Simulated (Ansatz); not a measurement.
A surface is cut from this relaxed crystal of Ta:

```
CELL_PARAMETERS angstrom
0.00000 2.11151 2.11151
2.11151 0.00000 2.11151
2.11151 2.11151 0.00000
ATOMIC_POSITIONS crystal
Ta 0.00000 0.00000 0.00000
```

Miller indices refer to the conventional cell of Fm-3m (No. 225), a = 4.223 Å, b = 4.223 Å, c = 4.223 Å, α = 90.00°, β = 90.00°, γ = 90.00°.

Consider the (100) slab of 6 planes, 10.6 Å thick with 15 Å of vacuum as cut; outer planes Ta (top) and Ta (bottom), all atoms relaxed.

Method: DFT PBE, scalar-relativistic, plane waves, PAW in Ansatz. Settings: cutoff 420 eV, Γ-centred mesh 12×12×1 on the computed 6-atom cell, Gaussian smearing of 0.10 eV; no spin polarisation. The cell repeats along c with a dipole correction in the vacuum.

The work function read from the bulk's Fermi level differs by 0.48 eV, so the slab's middle doesn't match the bulk reference (too thin, or relaxed to another structure or magnetic state).

Q: Predict the surface energy (mean of both faces).

A: 2.30 J/m².

Q: Estimate the work function.

A: 4.42 eV.

Q: The top two planes lie 2.112 Å apart in the bulk. How does relaxation change this?

A: The spacing becomes 2.005 Å (-5.1 %).

Spin-orbit coupling is left out, which matters for the bands of heavy elements.

The reference crystal is the fcc form of Ta, which isn't its usual structure.